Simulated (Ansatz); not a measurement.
The system is Os.

```
CELL_PARAMETERS angstrom
2.73410 0.00000 0.00000
-1.36705 2.36780 0.00000
0.00000 0.00000 4.31970
ATOMIC_POSITIONS crystal
Os 0.66667 0.33333 0.75000
Os 0.33333 0.66667 0.25000
```

| Quantity | Value |
| --- | --- |
| Program | Ansatz 0.2.0 |
| Task | relaxation of cell and atoms |
| Functional | PBEsol |
| Dispersion | D3(BJ) |
| Potentials or basis | Ansatz PAW |
| Cutoff | 420 eV (not typed: the program's choice for these potentials) |
| k mesh | 11 × 11 × 6 |
| Occupations | fermi-dirac, width 0.05 eV |
| Spin | no spin polarisation |

At the start: volume 13.98 Å³/atom.

Task: Where does the relaxation end?

Result: It ends after 5 steps and the volume is 13.65 Å³/atom (-2.4 %); space group P6_3/mmc (No. 194, to 0.05 Å).

The path:
```
step  energy change (eV)  largest force (eV/Å)  volume (Å³)
   1              0.0000                0.0000        27.96
   2             -0.0223                0.0000        27.36
   3             -0.0226                0.0000        27.29
   4             -0.0225                0.0000        27.29
   5             -0.0222                0.0000        27.29
```

Final structure:
```xyz
2
Lattice="2.7110 0.0000 0.0000 -1.3555 2.3478 0.0000 0.0000 0.0000 4.2883" Properties=species:S:1:pos:R:3 pbc="T T T"
Os    1.3555    0.7826    3.2162
Os    0.0000    1.5652    1.0721
```

Caveat: the plane-wave basis is chosen anew once the cell has moved, so the energies of steps on either side of that aren't comparable; pairwise dispersion overbinds metals, which lowers pressure and volume; the PAW data sets come from PBE, with cores solved anew for the run's functional, which leaves a small shift of forces and pressure.
